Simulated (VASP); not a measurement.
Here is a VASP 6.6.1 calculation.

Contents of INCAR:

```
PREC = Accurate
ENCUT = 520
EDIFF = 1E-6
ISMEAR = 0
SIGMA = 0.05
LREAL = False
LASPH = True
NELM = 100
ALGO = Fast
ISIF = 2
LWAVE = False
LCHARG = True
GGA = PE
IVDW = 12
LELF = True
LVHAR = True
NBANDS = 16
```

File KPOINTS:

```
Automatic mesh
0
Gamma
  9 9 8
```

Contents of POSCAR:

```
Se
1.0
    4.2135749463      0.0000000000      0.0000000000
   -2.1067874732      3.6490629443      0.0000000000
    0.0000000000      0.0000000000      4.7798794191
Se
3
Direct
    0.2627083307      0.0000000000      0.3333333333
    0.0000000000      0.2627083307      0.6666666667
    0.7372916693      0.7372916693      0.0000000000
```

Potentials or basis: VASP PAW PBE potentials, release 64 (Se).

The run is started by

```console
$ cat potpaw_PBE.64/Se/POTCAR > POTCAR
$ mpirun -np 1 vasp_std > vasp.out
```

**Question.** Estimate the largest force.

**Answer.** 0.489 eV/Å.

**Question.** What does it give for the pressure?

**Answer.** -1.1 GPa.

**Question.** What does it give for the band gap on the k mesh?

**Answer.** None (metal or under the smearing width).

Stress tensor (GPa, compression positive):
```
-2.28  0.00  0.00
 0.00 -2.28  0.00
 0.00  0.00  1.36
```

Caveat: pairwise dispersion overbinds metals, which lowers pressure and volume.
